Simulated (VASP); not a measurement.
## Sb under changes of volume

One of the cells (27.187 Å³/atom); the others are scaled copies at fixed shape and fractional positions:

```
CELL_PARAMETERS angstrom
3.37675 0.00000 0.00000
-1.68837 2.92435 0.00000
0.00000 0.00000 5.50639
ATOMIC_POSITIONS crystal
Sb 0.66667 0.33333 0.75000
Sb 0.33333 0.66667 0.25000
```

This isn't the form of Sb at room conditions, which is rhombohedral.

| Item | Value |
| --- | --- |
| Program | VASP 6.6.1 |
| Functional | PBEsol |
| Potentials or basis | VASP PAW PBE potentials, release 64 (Sb) |
| Cutoff | 520 eV |
| k mesh | 9 × 9 × 5 |
| Occupations | fermi-dirac, width 0.05 eV |
| Spin | no spin polarisation |

```csv
volume (Å³/atom),energy over the lowest point (meV/atom),pressure (GPa)
25.055,6.62,2.7
25.588,0.81,1.0
26.121,0.00,-0.4
27.187,10.79,-2.8
27.720,21.63,-3.8
28.253,?,?
```

Problem. What does the run at 28.253 Å³/atom give?

Solution. Energy over the lowest point 35.76 meV/atom; pressure -4.7 GPa.

Worked out: A Birch-Murnaghan fit of order 3 (a polynomial in V^(-2/3)) to the other rows has its minimum at 25.95 Å³/atom with B0 = V·E''(V) = 66 GPa and B' = 4.7 at fixed shape and positions, which overstates the stiffness. It gives 35.51 meV/atom at 28.253 Å³/atom, against the run's 35.76, and -dE/dV = -4.6 GPa, against -4.7.

Energies are extrapolated to zero smearing.

Caveats: the PAW data sets were made with another functional, which shifts forces and pressure a little.
